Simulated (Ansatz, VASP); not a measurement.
**TiH2: VASP beside Ansatz**

```
Ti H
1.0
    -1.61058    1.61058    2.11449
     1.61058   -1.61058    2.11449
     1.61058    1.61058   -2.11449
Ti H
1 2
Direct
  0.00000 0.00000 0.00000
  0.75000 0.25000 0.50000
  0.25000 0.75000 0.50000
```

Alike in both runs: functional r2SCAN; k mesh 18 × 18 × 18; occupations gaussian, width 0.1 eV; no spin polarisation.

Ansatz relaxed the structure, and its values are those at the end. VASP's run is a single point on that final structure, the one shown.

```csv
,VASP,Ansatz
version,VASP 6.6.1,Ansatz 0.2.0
potentials or method,"VASP PAW PBE potentials, release 64 (Ti_sv, H)","scalar-relativistic, plane waves, PAW"
plane-wave cutoff (eV),520,500
valence electrons in the cell,14,14
```

|  | VASP | Ansatz | Ansatz less VASP |
| --- | --- | --- | --- |
| gap on the k mesh at the Fermi level (eV) | none | none | - |
| pressure (GPa) | -3.7 | -4.1 | -0.44 |

A gap of «none» marks a metal or a gap that the smearing closes.

Caveats: the PAW data sets were made with another functional, which shifts forces and pressure a little (VASP).
